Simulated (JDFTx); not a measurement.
# BaZrO3 (Pm-3m) in JDFTx: reference runs

Aim: a first look at BaZrO3 with PBEsol, on the cell as given and on a disturbed one.

Everything below comes from runs of JDFTx 1.7.0 (patched build). Logs are shortened: lines on timing, memory, paths and dates and some standing lists are left out, and cuts for length are marked. The log counts tension as positive stress, the text compression.

**1. Starting point**

Symmetry: Pm-3m, No. 221, cubic system. Conventional cell: a = 4.191 Å, b = 4.191 Å, c = 4.191 Å, α = 90.00°, β = 90.00°, γ = 90.00°. Ba (site symmetry m-3m) is surrounded by 12 O at 2.96 Å. Zr (site symmetry m-3m) is surrounded by 6 O at 2.10 Å. Around O (site symmetry 4/mmm) lie 2 Zr at 2.10 Å.

**2. Single point, PBEsol**

BaZrO3.in

```
lattice \
    7.9204846952     0.0000000000     0.0000000000 \
    0.0000000000     7.9204846952     0.0000000000 \
    0.0000000000     0.0000000000     7.9204846952
coords-type Lattice
ion Ba     0.0000000000     0.0000000000     0.0000000000 1
ion Zr     0.5000000000     0.5000000000     0.5000000000 1
ion O      0.5000000000     0.5000000000     0.0000000000 1
ion O      0.5000000000     0.0000000000     0.5000000000 1
ion O      0.0000000000     0.5000000000     0.5000000000 1

ion-species pseudo/Ba.upf
ion-species pseudo/Zr.upf
ion-species pseudo/O.upf
elec-cutoff 42 336
elec-ex-corr gga-PBEsol
kpoint-folding 6 6 6
elec-smearing Fermi 0.0018374661
elec-n-bands 27
electronic-SCF nIterations 100 energyDiffThreshold 1e-09
electronic-minimize nIterations 30 energyDiffThreshold 1e-7
converge-empty-states yes
forces-output-coords Cartesian

dump-name run.$VAR
dump End Ecomponents EigStats BandEigs Kpoints Forces Stress
```

Potentials or basis: PseudoDojo-SR-PBEsol-0.4.1-standard with smoothed tails.

Command:

```sh
jdftx -c 1 -i BaZrO3.in -o BaZrO3.out
```

Log:

```text
*************** JDFTx 1.7.0 (patched build) ***************

[... 9 lines left out ...]
---------- Initializing the Grid ----------
R =
[      7.92048            0            0  ]
[            0      7.92048            0  ]
[            0            0      7.92048  ]
unit cell volume = 496.884
G =
[   0.793283          0          0  ]
[          0   0.793283          0  ]
[          0          0   0.793283  ]
Minimum fftbox size, Smin = [  68  68  68  ]
Chosen fftbox size, S = [  70  70  70  ]

---------- Initializing tighter grid for wavefunction operations ----------
R =
[      7.92048            0            0  ]
[            0      7.92048            0  ]
[            0            0      7.92048  ]
unit cell volume = 496.884
G =
[   0.793283          0          0  ]
[          0   0.793283          0  ]
[          0          0   0.793283  ]
Minimum fftbox size, Smin = [  48  48  48  ]
Chosen fftbox size, S = [  48  48  48  ]

---------- Exchange Correlation functional ----------
Initalized PBEsol GGA exchange.
Initalized PBEsol GGA correlation.

---------- Setting up pseudopotentials ----------
Width of ionic core gaussian charges (only for fluid interactions / plotting) set to 0

Reading pseudopotential file 'pseudo/Ba.upf':
  'Ba' pseudopotential, 'PBESOL' functional
  Generated using ONCVPSP code by D. R. Hamann
  10 valence electrons, 3 orbitals, 6 projectors, 1001 radial grid points, with lMax = 2
    5S    l: 0   occupation:  2.0   eigenvalue: -1.238581
    5P    l: 1   occupation:  6.0   eigenvalue: -0.688736
    6S    l: 0   occupation:  2.0   eigenvalue: -0.119319
  Core radius for overlap checks: 2.08 bohrs.

Reading pseudopotential file 'pseudo/Zr.upf':
  'Zr' pseudopotential, 'PBESOL' functional
  Generated using ONCVPSP code by D. R. Hamann
  12 valence electrons, 4 orbitals, 6 projectors, 1001 radial grid points, with lMax = 2
    4S    l: 0   occupation:  2.0   eigenvalue: -2.001217
    4P    l: 1   occupation:  6.0   eigenvalue: -1.191752
    4D    l: 2   occupation:  2.0   eigenvalue: -0.132729
    5S    l: 0   occupation:  2.0   eigenvalue: -0.164081
  Core radius for overlap checks: 1.48 bohrs.

Reading pseudopotential file 'pseudo/O.upf':
  'O' pseudopotential, 'PBESOL' functional
  Generated using ONCVPSP code by D. R. Hamann
  6 valence electrons, 2 orbitals, 5 projectors, 936 radial grid points, with lMax = 2
    2S    l: 0   occupation:  2.0   eigenvalue: -0.874950
    2P    l: 1   occupation:  4.0   eigenvalue: -0.329796
  Core radius for overlap checks: 1.39 bohrs.

Initialized 3 species with 5 total atoms.

Folded 1 k-points by 6x6x6 to 216 k-points.

---------- Setting up k-points, bands, fillings ----------
Reduced to 20 k-points under symmetry.
Computing the number of bands and number of electrons
Calculating initial fillings.
nElectrons:  40.000000   nBands: 27   nStates: 20

----- Setting up reduced wavefunction bases (one per k-point) -----
average nbasis = 6458.236 , ideal nbasis = 6459.862

---------- Setting up ewald sum ----------
Optimum gaussian width for ewald sums = 2.416389 bohr.
Real space sum over 729 unit cells with max indices [  4  4  4  ]
Reciprocal space sum over 2197 terms with max indices [  6  6  6  ]

---------- Allocating electronic variables ----------
Initializing wave functions:  linear combination of atomic orbitals
Ba pseudo-atom occupations:   s ( 2 2 )  p ( 6 )
Zr pseudo-atom occupations:   s ( 2 2 )  p ( 6 )  d ( 2 )
O pseudo-atom occupations:   s ( 2 )  p ( 4 )
	FillingsUpdate:  mu: +0.663903739  nElectrons: 40.000000
LCAOMinimize: Iter:   0  F: -120.6779110869515677  |grad|_K:  1.087e-02  alpha:  1.000e+00
	FillingsUpdate:  mu: +0.587450574  nElectrons: 40.000000
LCAOMinimize: Iter:   1  F: -120.9788649606265238  |grad|_K:  7.498e-03  alpha:  1.743e-01  linmin: -2.791e-01  cgtest:  8.555e-01
LCAOMinimize: Encountered beta<0, resetting CG.
[... 18 lines of inner loops ...]
	FillingsUpdate:  mu: +0.502011986  nElectrons: 40.000000
LCAOMinimize: Iter:   9  F: -121.1549817111742868  |grad|_K:  1.721e-08  alpha:  9.211e-01  linmin: -7.051e-02  cgtest:  3.050e-01
LCAOMinimize: Encountered beta<0, resetting CG.
LCAOMinimize: Converged (|Delta F|<1.000000e-06 for 2 iters).

-------- Electronic minimization -----------
Will mix electronic density at each iteration.
	FillingsUpdate:  mu: +0.502011986  nElectrons: 40.000000
	FillingsUpdate:  mu: +0.478568169  nElectrons: 40.000000
SCF: Cycle:  0   F: -121.235759658657670   dF: -8.078e-02   |Residual|: 4.642e-01   |deigs|: 6.264e-02
	FillingsUpdate:  mu: +0.405229808  nElectrons: 40.000000
SCF: Cycle:  1   F: -121.433140358391071   dF: -1.974e-01   |Residual|: 8.533e-02   |deigs|: 5.312e-02
	FillingsUpdate:  mu: +0.414473793  nElectrons: 40.000000
SCF: Cycle:  2   F: -121.445553088083557   dF: -1.241e-02   |Residual|: 3.789e-02   |deigs|: 1.348e-02
	FillingsUpdate:  mu: +0.414730249  nElectrons: 40.000000
SCF: Cycle:  3   F: -121.448456663852483   dF: -2.904e-03   |Residual|: 1.944e-02   |deigs|: 1.245e-02
	FillingsUpdate:  mu: +0.410308618  nElectrons: 40.000000
SCF: Cycle:  4   F: -121.448958784962912   dF: -5.021e-04   |Residual|: 1.070e-02   |deigs|: 2.753e-03
	FillingsUpdate:  mu: +0.412200220  nElectrons: 40.000000
SCF: Cycle:  5   F: -121.448979209993595   dF: -2.043e-05   |Residual|: 6.860e-03   |deigs|: 1.087e-03
	FillingsUpdate:  mu: +0.411126336  nElectrons: 40.000000
SCF: Cycle:  6   F: -121.449022209743930   dF: -4.300e-05   |Residual|: 1.212e-03   |deigs|: 6.526e-04
	FillingsUpdate:  mu: +0.411006711  nElectrons: 40.000000
SCF: Cycle:  7   F: -121.449024289356359   dF: -2.080e-06   |Residual|: 2.998e-04   |deigs|: 1.135e-04
	FillingsUpdate:  mu: +0.410974549  nElectrons: 40.000000
SCF: Cycle:  8   F: -121.449024545627196   dF: -2.563e-07   |Residual|: 3.692e-04   |deigs|: 8.312e-05
	FillingsUpdate:  mu: +0.411017837  nElectrons: 40.000000
SCF: Cycle:  9   F: -121.449024663499898   dF: -1.179e-07   |Residual|: 2.121e-04   |deigs|: 9.547e-05
	FillingsUpdate:  mu: +0.411052485  nElectrons: 40.000000
SCF: Cycle: 10   F: -121.449024714482874   dF: -5.098e-08   |Residual|: 3.220e-05   |deigs|: 9.075e-05
	FillingsUpdate:  mu: +0.411043596  nElectrons: 40.000000
SCF: Cycle: 11   F: -121.449024719349197   dF: -4.866e-09   |Residual|: 6.951e-05   |deigs|: 8.998e-05
	FillingsUpdate:  mu: +0.411052803  nElectrons: 40.000000
SCF: Cycle: 12   F: -121.449024726545247   dF: -7.196e-09   |Residual|: 1.968e-05   |deigs|: 6.885e-04
	FillingsUpdate:  mu: +0.411057918  nElectrons: 40.000000
SCF: Cycle: 13   F: -121.449024727882900   dF: -1.338e-09   |Residual|: 1.354e-05   |deigs|: 5.859e-04
	FillingsUpdate:  mu: +0.411053870  nElectrons: 40.000000
SCF: Cycle: 14   F: -121.449024728584305   dF: -7.014e-10   |Residual|: 1.096e-05   |deigs|: 1.058e-04
	FillingsUpdate:  mu: +0.411055794  nElectrons: 40.000000
SCF: Cycle: 15   F: -121.449024728928464   dF: -3.442e-10   |Residual|: 1.826e-06   |deigs|: 7.494e-05
SCF: Converged (|Delta E|<1.000000e-09 for 2 iters).

Setting wave functions to eigenvectors of Hamiltonian
Converging empty states (this may take a while):
EmptyStates: None of the convergence criteria satisfied.
|deigs|: 9.083e-04

# Stress tensor in Cartesian coordinates [Eh/a0^3]:
[  3.49535e-05            0            0  ]
[            0  3.49535e-05            0  ]
[            0            0  3.49535e-05  ]

# Ionic positions in lattice coordinates:
ion Ba   0.000000000000000   0.000000000000000   0.000000000000000 1
ion Zr   0.500000000000000   0.500000000000000   0.500000000000000 1
ion O   0.500000000000000   0.500000000000000   0.000000000000000 1
ion O   0.500000000000000   0.000000000000000   0.500000000000000 1
ion O   0.000000000000000   0.500000000000000   0.500000000000000 1

# Forces in Cartesian coordinates:
force Ba  -0.000000000000000  -0.000000000000000  -0.000000000000000 1
force Zr   0.000000000000000   0.000000000000000  -0.000000000000000 1
force O  -0.000000000000000   0.000000000000000  -0.000000000000000 1
force O  -0.000000000000000   0.000000000000000  -0.000000000000000 1
force O   0.000000000000000  -0.000000000000000  -0.000000000000000 1

# Energy components:
   Eewald =      -98.9944784842407870
       EH =       24.6306313216308475
     Eloc =      -80.0910776107708671
      Enl =        1.0606467395300370
      Exc =      -29.0933568329627512
 Exc_core =        7.0696255318745012
       KE =       53.9689846060105722
-------------------------------------
     Etot =     -121.4490247289284639
       TS =        0.0000000000000034
-------------------------------------
        F =     -121.4490247289284639

IonicMinimize: Iter:   0  F: -121.449024728928464  |grad|_K:       -nan
IonicMinimize: None of the convergence criteria satisfied after 0 iterations.

#--- Lowdin population analysis ---
# oxidation-state Ba +1.783
# oxidation-state Zr +1.183
# oxidation-state O -0.866 -0.866 -0.866

Dumping 'run.eigStats' ...
	eMin: -1.363009 at state 0 ( [ +0.000000 +0.000000 +0.000000 ] spin 0 )
	HOMO: +0.359309 at state 19 ( [ +0.500000 +0.500000 +0.500000 ] spin 0 )
	mu  : +0.411057
	LUMO: +0.474598 at state 0 ( [ +0.000000 +0.000000 +0.000000 ] spin 0 )
	eMax: +0.699252 at state 9 ( [ +0.000000 +0.500000 +0.500000 ] spin 0 )
	HOMO-LUMO gap: +0.115289
	Optical gap  : +0.122855 at state 0 ( [ +0.000000 +0.000000 +0.000000 ] spin 0 )
WARNING: the last solve of the electrons (or of bands or displaced states from it) ended unconverged.
Done!
[note: mu as printed may lie anywhere between the filled and the empty levels]
```

Run time: 1.8 min. Hardware: 1 thread of Intel Xeon 6975P-C (Granite Rapids), shared host; peak memory 0.27 GiB.

What came out:

```yaml
Free_energy: -3304.7963 eV
Pressure: -1.0 GPa
Band_gap_on_the_k_mesh: 3.14 eV, indirect (least direct gap 3.34 eV)
Loewdin_charges: Ba +1.78; Zr +1.18; O -0.87 e
```

Caveat: the atomic charges don't sum to the cell's charge; this release of the barium file is off; the empty levels aren't tightly converged; spin-orbit coupling is left out, which moves the levels of the heavy elements.

**3. Single point, PBEsol (atoms moved at random, drawn with an rms of 0.05 Å)**

BaZrO3.in

```
lattice \
    7.9204846952     0.0000000000     0.0000000000 \
    0.0000000000     7.9204846952     0.0000000000 \
    0.0000000000     0.0000000000     7.9204846952
coords-type Lattice
ion Ba     0.0001980000     0.0077720000    -0.0074240000 1
ion Zr     0.5005400000     0.5082770000     0.4918760000 1
ion O      0.4928290000     0.5011710000     0.0004680000 1
ion O      0.4943580000     0.0015540000     0.5065890000 1
ion O     -0.0058270000     0.5059910000     0.5046290000 1

ion-species pseudo/Ba.upf
ion-species pseudo/Zr.upf
ion-species pseudo/O.upf
elec-cutoff 42 336
elec-ex-corr gga-PBEsol
kpoint-folding 6 6 6
elec-smearing Fermi 0.0018374661
elec-n-bands 27
electronic-SCF nIterations 100 energyDiffThreshold 1e-09
electronic-minimize nIterations 30 energyDiffThreshold 1e-7
converge-empty-states yes
forces-output-coords Cartesian

dump-name run.$VAR
dump End Ecomponents EigStats BandEigs Kpoints Forces Stress ElecDensity Dtot KEdensity
```

Potentials or basis: PseudoDojo-SR-PBEsol-0.4.1-standard with smoothed tails.

Command:

```sh
jdftx -c 1 -i BaZrO3.in -o BaZrO3.out
```

Log:

```text
*************** JDFTx 1.7.0 (patched build) ***************

Input parsed successfully to the following command list (including defaults):
[... the input with its defaults ...]

---------- Setting up symmetries ----------

Found 48 point-group symmetries of the bravais lattice
Found 1 space-group symmetries with basis
Applied RMS atom displacement 0 bohrs to make symmetries exact.

---------- Initializing the Grid ----------
R =
[      7.92048            0            0  ]
[            0      7.92048            0  ]
[            0            0      7.92048  ]
unit cell volume = 496.884
G =
[   0.793283          0          0  ]
[          0   0.793283          0  ]
[          0          0   0.793283  ]
Minimum fftbox size, Smin = [  68  68  68  ]
Chosen fftbox size, S = [  70  70  70  ]

---------- Initializing tighter grid for wavefunction operations ----------
R =
[      7.92048            0            0  ]
[            0      7.92048            0  ]
[            0            0      7.92048  ]
unit cell volume = 496.884
G =
[   0.793283          0          0  ]
[          0   0.793283          0  ]
[          0          0   0.793283  ]
Minimum fftbox size, Smin = [  48  48  48  ]
Chosen fftbox size, S = [  48  48  48  ]

---------- Exchange Correlation functional ----------
Initalized PBEsol GGA exchange.
Initalized PBEsol GGA correlation.

---------- Setting up pseudopotentials ----------
Width of ionic core gaussian charges (only for fluid interactions / plotting) set to 0

Reading pseudopotential file 'pseudo/Ba.upf':
  'Ba' pseudopotential, 'PBESOL' functional
  Generated using ONCVPSP code by D. R. Hamann
  10 valence electrons, 3 orbitals, 6 projectors, 1001 radial grid points, with lMax = 2
    5S    l: 0   occupation:  2.0   eigenvalue: -1.238581
    5P    l: 1   occupation:  6.0   eigenvalue: -0.688736
    6S    l: 0   occupation:  2.0   eigenvalue: -0.119319
  Core radius for overlap checks: 2.08 bohrs.

Reading pseudopotential file 'pseudo/Zr.upf':
  'Zr' pseudopotential, 'PBESOL' functional
  Generated using ONCVPSP code by D. R. Hamann
[... 59 lines left out ...]
	FillingsUpdate:  mu: +0.409543462  nElectrons: 40.000000
SCF: Cycle:  3   F: -121.448173270610823   dF: -2.861e-03   |Residual|: 1.920e-02   |deigs|: 1.234e-02
	FillingsUpdate:  mu: +0.405179311  nElectrons: 40.000000
SCF: Cycle:  4   F: -121.448659415543077   dF: -4.861e-04   |Residual|: 1.058e-02   |deigs|: 2.753e-03
	FillingsUpdate:  mu: +0.407026511  nElectrons: 40.000000
SCF: Cycle:  5   F: -121.448681292668667   dF: -2.188e-05   |Residual|: 6.628e-03   |deigs|: 1.055e-03
	FillingsUpdate:  mu: +0.405987090  nElectrons: 40.000000
SCF: Cycle:  6   F: -121.448721121598652   dF: -3.983e-05   |Residual|: 1.262e-03   |deigs|: 6.261e-04
	FillingsUpdate:  mu: +0.405840719  nElectrons: 40.000000
SCF: Cycle:  7   F: -121.448723353694405   dF: -2.232e-06   |Residual|: 2.952e-04   |deigs|: 1.259e-04
	FillingsUpdate:  mu: +0.405822802  nElectrons: 40.000000
SCF: Cycle:  8   F: -121.448723580790016   dF: -2.271e-07   |Residual|: 3.618e-04   |deigs|: 8.352e-05
	FillingsUpdate:  mu: +0.405864956  nElectrons: 40.000000
SCF: Cycle:  9   F: -121.448723691872786   dF: -1.111e-07   |Residual|: 2.084e-04   |deigs|: 4.016e-04
	FillingsUpdate:  mu: +0.405898283  nElectrons: 40.000000
SCF: Cycle: 10   F: -121.448723748532345   dF: -5.666e-08   |Residual|: 3.007e-05   |deigs|: 1.513e-04
	FillingsUpdate:  mu: +0.405892712  nElectrons: 40.000000
SCF: Cycle: 11   F: -121.448723754690079   dF: -6.158e-09   |Residual|: 5.906e-05   |deigs|: 8.593e-05
	FillingsUpdate:  mu: +0.405898831  nElectrons: 40.000000
SCF: Cycle: 12   F: -121.448723760779629   dF: -6.090e-09   |Residual|: 2.802e-05   |deigs|: 4.096e-04
	FillingsUpdate:  mu: +0.405904995  nElectrons: 40.000000
SCF: Cycle: 13   F: -121.448723762845972   dF: -2.066e-09   |Residual|: 8.247e-06   |deigs|: 2.767e-04
	FillingsUpdate:  mu: +0.405903135  nElectrons: 40.000000
SCF: Cycle: 14   F: -121.448723763627569   dF: -7.816e-10   |Residual|: 2.389e-06   |deigs|: 7.478e-05
	FillingsUpdate:  mu: +0.405903140  nElectrons: 40.000000
SCF: Cycle: 15   F: -121.448723764073506   dF: -4.459e-10   |Residual|: 3.263e-06   |deigs|: 1.162e-04
SCF: Converged (|Delta E|<1.000000e-09 for 2 iters).

Setting wave functions to eigenvectors of Hamiltonian
Converging empty states (this may take a while):
EmptyStates: None of the convergence criteria satisfied.
|deigs|: 9.358e-04

# Stress tensor in Cartesian coordinates [Eh/a0^3]:
[  3.15546e-05 -1.33503e-07  4.80737e-07  ]
[ -1.33503e-07  3.32184e-05  3.13703e-08  ]
[  4.80737e-07  3.13703e-08  2.73601e-05  ]

# Ionic positions in lattice coordinates:
ion Ba   0.000198000000000   0.007772000000000  -0.007424000000000 1
ion Zr   0.500540000000000   0.508277000000000   0.491876000000000 1
ion O   0.492829000000000   0.501171000000000   0.000468000000000 1
ion O   0.494358000000000   0.001554000000000   0.506589000000000 1
ion O  -0.005827000000000   0.505991000000000   0.504629000000000 1

# Forces in Cartesian coordinates:
force Ba   0.000161216982419  -0.000050835922876  -0.000736256146645 1
force Zr  -0.002615294507192  -0.002660304561035   0.003911135796015 1
force O   0.000124140968020  -0.000251818897118  -0.000974862938464 1
force O  -0.000116864611360   0.003991519686657  -0.001262825836637 1
force O   0.002444068709348  -0.001026301627246  -0.000938611894786 1

# Energy components:
   Eewald =      -98.9816387333453775
       EH =       24.6440484911031454
     Eloc =      -80.1208834443058890
      Enl =        1.0603430952002233
      Exc =      -29.0946676644314515
 Exc_core =        7.0696247985668395
       KE =       53.9744496931390714
-------------------------------------
     Etot =     -121.4487237640734634
       TS =        0.0000000000000435
-------------------------------------
        F =     -121.4487237640735060

IonicMinimize: Iter:   0  F: -121.448723764073506  |grad|_K:  1.937e-03
IonicMinimize: None of the convergence criteria satisfied after 0 iterations.

#--- Lowdin population analysis ---
# oxidation-state Ba +1.783
# oxidation-state Zr +1.180
# oxidation-state O -0.864 -0.865 -0.865

Dumping 'run.eigStats' ...
	eMin: -1.362667 at state 0 ( [ +0.000000 +0.000000 +0.000000 ] spin 0 )
	HOMO: +0.359115 at state 111 ( [ +0.500000 +0.500000 +0.500000 ] spin 0 )
	mu  : +0.405905
	LUMO: +0.475402 at state 0 ( [ +0.000000 +0.000000 +0.000000 ] spin 0 )
	eMax: +0.699028 at state 19 ( [ +0.000000 +0.500000 +0.500000 ] spin 0 )
	HOMO-LUMO gap: +0.116287
	Optical gap  : +0.124201 at state 0 ( [ +0.000000 +0.000000 +0.000000 ] spin 0 )
WARNING: the last solve of the electrons (or of bands or displaced states from it) ended unconverged.
Done!
[note: mu as printed may lie anywhere between the filled and the empty levels]
```

It took 9.5 min on 1 thread of Intel Xeon 6975P-C (Granite Rapids), shared host; peak memory 1.2 GiB.

What came out:

```
Free energy            : -3304.7881 eV
Pressure               : -0.9 GPa
Largest force          : 0.278 eV/Å
Band gap on the k mesh : 3.16 eV, indirect (least direct gap 3.38 eV)
Loewdin charges        : Ba +1.78; Zr +1.18; O -0.86 e
```

Forces in eV/Å, atoms in the order of the input:
```
Ba   0.008 -0.003 -0.038
Zr  -0.134 -0.137  0.201
O    0.006 -0.013 -0.050
O   -0.006  0.205 -0.065
O    0.126 -0.053 -0.048
```

Stress tensor (GPa, compression positive):
```
-0.93  0.00 -0.01
 0.00 -0.98  0.00
-0.01  0.00 -0.81
```

Caveat: the atomic charges don't sum to the cell's charge; this release of the barium file is off; the empty levels aren't tightly converged; spin-orbit coupling is left out, which moves the levels of the heavy elements. A k mesh can miss the band edges.
